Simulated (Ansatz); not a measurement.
Crystal: Fe.

```
CELL_PARAMETERS angstrom
2.43416 0.00000 0.00000
-1.21708 2.10804 0.00000
0.00000 0.00000 3.84193
ATOMIC_POSITIONS crystal
Fe 0.66667 0.33333 0.75000
Fe 0.33333 0.66667 0.25000
```

This isn't the form of Fe at room conditions, which is bcc.

Below is the output of Ansatz 0.2.0 for this cell. Logs are shortened: lines on timing, memory, paths and dates and some standing lists are left out, and cuts for length are marked.

```text
Warning: RAYON_NUM_THREADS=2 ignored (pool sized by the plan → 2); use --threads N
Engine: ansatz 0.2.0, x86_64-unknown-linux-gnu
Pseudopotentials: kind: paw
Pseudopotential: Fe, paw, valence charge 16, recommended cutoff 420 eV (normal), Fe.paw.azcp
Functional definition: PBE
  parameter kappa = 0.804
  parameter beta = 0.06672455060314922
  exchange = pbe_x(kappa = kappa, mu = beta*pi^2/3)
  correlation = pbe_c(beta = beta)
Crystal: 2 atoms, lattice volume = 19.714 Å³
Basis set: ecut = 420 eV, 391 PW (Γ), exchange–correlation on 36×36×54 points (8 copies of the dense FFT grid, shifted against one another)
Bands: 23, of which v1, the nominal top of the filled ones, is band 16 counted from 1 (15 counted from 0)
Symmetry: 24 space group operations
Space group: P63/mmc (ITA 194), of the structure as read, at distance tolerance 2.7e-5 Å
Magnetic group: BNS 194.263 (UNI 1493), of the structure as read, at distance tolerance 2.7e-5 Å
k-points: 76 of 1008
Non-local potential: Fe, projectors of the file, l = 0: 3, l = 1: 2, l = 2: 3, l = 3: 1
PAW form: soft (Blöchl's): semilocal exchange-correlation on the pseudo side does not see the compensation charge
PAW one-centre angular grid: Fe, 590 points (default); XC on 64 Gauss nodes
Initial density: superposition of atomic densities (chi_scale 0.1, normalization cell)
Starting moments: Σ|m| = 6 μB on 2 of 2 sites
Initial wavefunctions: pseudopotential atomic-orbital guess
Functional: x = pbe(κ = 0.804, μ = 0.2195149727645171), c = pbe(β = 0.06672455060314922)
SCF iter   1: F=—  HF=-8963.587518 eV  |F-HF|=—  |Δ(HF+E_count)|=         —  Δρ=4.06e-1 (↑4.06e-1 ↓2.19e-1)  dr2=5.52e0  dr2_m=1.72e1  M=0.709 μB ∫|m|=0.774 μB  β_m=0.30  ethr=3.10e-3  ⟨swp⟩=5.0  Hψ=13478  notcnv=0
[... 17 lines left out ...]
SCF converged after 13 iterations
Magnetization: 0.0000 μB (16.0000 up, 16.0000 down)
Absolute magnetization: 0.0000 μB (∫|ρ↑−ρ↓|, with the PAW one-centre terms)
Spin contamination: 0.0000 ħ² per cell (⟨S²⟩ above its minimum at these occupations)
Per-site moments (μB) at R_I (Å): [(6.476582145082527e-7, 0.9818155270763972), (6.476582144407027e-7, 0.9818155270763972)]
Free energy (F): -8960.794373 eV
Harris-Foulkes:  -8960.794373 eV  (|F-HF|=3.64e-12)
Internal energy: -8960.794129 eV  (E = F + TS)
E sigma→0 (E₀):  -8960.794251 eV
Entropy (-TS):   -0.000244 eV (-0.122 meV/atom)
Fermi energy:    21.991979 eV
--- Per-component energies (eV) ---
  E_band       = -327.767049
  E_kinetic    = 713.281335
  E_local      = -3768.414424  (includes V_loc(G=0)·N_el)
  E_nonlocal   = 425.520115
  E_hartree    = 1600.207645
  E_xc         = -239.988156
  E_vxc        = -309.350220  (∫ρ·V_xc dr)
  E_paw        = -2726.732923  (= ΣΔE_a)
  E_vpaw       = -589.221123  (= ΣTr[D̂ρ^β])
  E_aug_tail   = 0.001917  (compensation charges beyond the density's cutoff)
  E_ewald      = -4964.669638
  E_smearing   = -0.000244  (= −TS)
  E_closure    = 0.000000  (closes the sum)
  Σ components = -8960.794373   (vs F -8960.794373, Δ=0.00e0)
--- Forces (eV/Å), atoms counted from 1 ---
  atom   1  Fe    -0.00000000    -0.00000000     0.00000000
  atom   2  Fe     0.00000000     0.00000000     0.00000000
  max |Σ_I F_I| component: 4.63e-18 eV/Å
--- Stress (GPa, compression-positive) ---
        9.736768      -0.000000       0.000000
       -0.000000       9.736768      -0.000000
        0.000000      -0.000000      12.194729
  P = ⅓ Tr σ = 10.5561 GPa (105.561 kbar)
--- Band table (eV; the first three rows and the last of 152) ---
  k-point 0 ↑: bands = ["-65.3458", "-65.1894", "-31.7247", "-31.1122", "-31.1122", "-31.0028", "-31.0028", "-30.9874", "12.7137", "16.7563", "20.2032", "20.2032", "20.3560", "20.7028", "20.7028", "21.0560", "21.0560", "22.4261", "22.7167", "22.7167", "31.0532", "43.4707", "47.1352"]
  k-point 1 ↑: bands = ["-65.3381", "-65.1972", "-31.6893", "-31.1068", "-31.1068", "-31.0251", "-31.0082", "-31.0082", "12.9503", "16.7265", "20.1109", "20.1109", "20.2687", "20.6086", "20.6086", "21.2617", "21.2617", "21.7345", "22.7137", "22.7137", "32.1459", "43.3167", "46.6169"]
  k-point 2 ↑: bands = ["-65.3164", "-65.2189", "-31.5896", "-31.1300", "-31.0916", "-31.0916", "-31.0234", "-31.0234", "13.6317", "16.4965", "20.0064", "20.0064", "20.0444", "20.3892", "20.3892", "20.5138", "21.6818", "21.6818", "22.6532", "22.6532", "34.6798", "42.8004", "45.3257"]
  k-point 75 ↓: bands = ["-65.1786", "-65.1786", "-31.5525", "-31.5525", "-31.4076", "-31.3550", "-31.1127", "-31.1127", "18.3373", "18.4224", "18.4224", "18.5338", "19.6071", "19.6071", "21.1084", "21.3950", "22.7410", "22.7410", "29.1033", "29.1033", "30.2496", "31.6260", "33.8507"]
```

Question: What input gives this log?

Answer: Single point with PBE, collinear spin, ferromagnetic start. The files as run (others can give the same):

input.yaml
```yaml
crystal:
  lattice:
    - [2.4341575853, 0.0, 0.0]
    - [-1.2170787927, 2.1080423057, 0.0]
    - [0.0, 0.0, 3.84193447]
  atoms:
    - { symbol: Fe, position: [0.6666666667, 0.3333333333, 0.75], spin: 3.0 }
    - { symbol: Fe, position: [0.3333333333, 0.6666666667, 0.25], spin: 3.0 }
hamiltonian:
  xc: pbe
  pseudopotentials: { kind: paw }
magnetization:
  spin_polarized: true
kpoints:
  mp_grid: { grid: [12, 12, 7] }
scf:
  occupations: { method: gaussian, width: 0.013 }
output:
  forces: true
  stress: true
  eigenvalues: true
```

Potentials or basis: Ansatz PAW.
Command:
```sh
$ ansatz run input.yaml --threads 2 --pin off --max-ram 5632MiB --backend cpu --events-out ev --progress --plain --runs-dir out
```

Caveat: the starting moments collapsed, and a magnetic state may lie lower; the starting moments weren't kept.
